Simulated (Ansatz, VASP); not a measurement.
One calculation of Cu, two programs

File INCAR:

```
SYSTEM = Cu
PREC = Accurate
ENCUT = 600
EDIFF = 1E-7
ISMEAR = -1
SIGMA = 0.15
LREAL = .False.
LASPH = .True.
NELM = 100
ALGO = Fast
ISIF = 3
LWAVE = .False.
LCHARG = .False.
GGA = PS
IBRION = 2
NSW = 80
EDIFFG = -0.001
```

Contents of KPOINTS:

```
regular mesh
0
Gamma
  16 16 16
  0 0 0
```

File POSCAR:

```
Cu
1.0
    0.0000000000      1.7820435792      1.7820435792
    1.7820435792      0.0000000000      1.7820435792
    1.7820435792      1.7820435792      0.0000000000
Cu
1
Direct
    0.0000000000      0.0000000000      0.0000000000
```

Input for Ansatz:

```yaml
crystal:
  lattice:
    - [0.0, 1.7820435792, 1.7820435792]
    - [1.7820435792, 0.0, 1.7820435792]
    - [1.7820435792, 1.7820435792, 0.0]
  atoms:
    - { symbol: Cu, position: [0.0, 0.0, 0.0] }
basis:
  ecutwfc: 420
kpoints:
  mp_grid: { grid: [16, 16, 16] }
hamiltonian:
  xc: pbesol
  pseudopotentials: { kind: paw, azcp: { folder: soft_1 } }
scf:
  occupations: { method: fermi_dirac, width: 0.15 }
output:
  forces: true
  stress: true
  eigenvalues: true
relax:
  adjacent_minimum: "off"
  f_tol: 0.001
  max_steps: 60
  cell: { stress_tol: 0.01 }
```

Alike in both runs: task relaxation of cell and atoms; functional PBEsol; k mesh 16 × 16 × 16; occupations fermi-dirac, width 0.15 eV; no spin polarisation.

```csv
,VASP,Ansatz
version,VASP 6.6.1,Ansatz 0.2.0
potentials or method,"VASP PAW PBE potentials, release 64 (Cu)","scalar-relativistic, plane waves, PAW"
plane-wave cutoff (eV),600,420
valence electrons in the cell,11,19
```

|  | VASP | Ansatz | Ansatz less VASP |
| --- | --- | --- | --- |
| gap on the k mesh at the Fermi level, each at its own relaxed structure (eV) | none | none | - |
| relaxed volume (Å³/atom) | 11.38 | 11.32 | -0.057 |
| relaxed cell length with the largest relative difference (Å) | 2.524 | 2.520 | -0.0042 |

A gap of «none» marks a metal or a gap that the smearing closes. The two sets of potentials don't hold the same shells in valence. Ansatz warned: «pseudo_functional_mismatch».

Caveats: the PAW data sets were made with another functional, which shifts forces and pressure a little (VASP). Zero-point motion and thermal expansion aren't in these numbers.
